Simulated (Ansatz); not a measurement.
## Pressure against volume: CuO

Space group F-43m (No. 216). a = 4.524 Å, b = 4.524 Å, c = 4.524 Å, α = 90.00°, β = 90.00°, γ = 90.00°
```json
{"atom": "Cu", "site": "4a", "symmetry": "-43m", "x": "0.0000", "y": "0.0000", "z": "0.0000"}
{"atom": "O", "site": "4d", "symmetry": "-43m", "x": "0.2500", "y": "0.2500", "z": "0.7500"}
```

The runs use the primitive cell with vectors (0.000, 2.262, 2.262), (2.262, 0.000, 2.262), (2.262, 2.262, 0.000) Å, to which the k mesh refers.

The cell was built from the zincblende type and relaxed in the same program, and has space group F-43m; it needn't be a known or the stable phase.

Without spin polarisation or U, such a compound can come out metallic where the real one is a magnetic insulator.

Levels of theory: DFT, PBE, all-electron LAPW, scalar-relativistic (Ansatz 0.2.0); DFT, PBE, PAW with Ansatz's default frozen-core files, scalar-relativistic (Ansatz 0.2.0).

For LAPW: a Γ-centred 16×16×16 k mesh, Fermi–Dirac smearing of 0.05 eV, basis error target 1 meV/atom, no spin polarisation. PAW takes a cutoff of 420 eV at this cell. The Ansatz runs share mesh, smearing and spin set-up. Plane-wave (PAW) pressures include the program's estimate of the Pulay term.

The cell above is scaled evenly, with fractional coordinates and shape held.

Question: Estimate the equilibrium volume and bulk modulus that all-electron LAPW gives for this fixed shape.

Answer: V0 = 11.57 Å³/atom, B0 = 137 GPa, B0′ = 4.7, from a third-order Birch–Murnaghan fit to these pressures:
| V/V(cell) | V (Å³/atom) | P, LAPW (GPa) | P, PAW (GPa) |
| --- | --- | --- | --- |
| 0.9405 | 10.882 | 9.77 | 9.75 |
| 0.9700 | 11.224 | 4.54 | 4.51 |
| 1.0000 | 11.571 | 0.05 | 0.01 |
| 1.0300 | 11.918 | -3.74 | -3.77 |
| 1.0600 | 12.265 | -6.94 | -6.96 |

PAW's V0 lies -0.02 % from the all-electron value and its B0 0.1 %. Symmetry fixes shape and coordinates here, so this is the relaxed modulus.
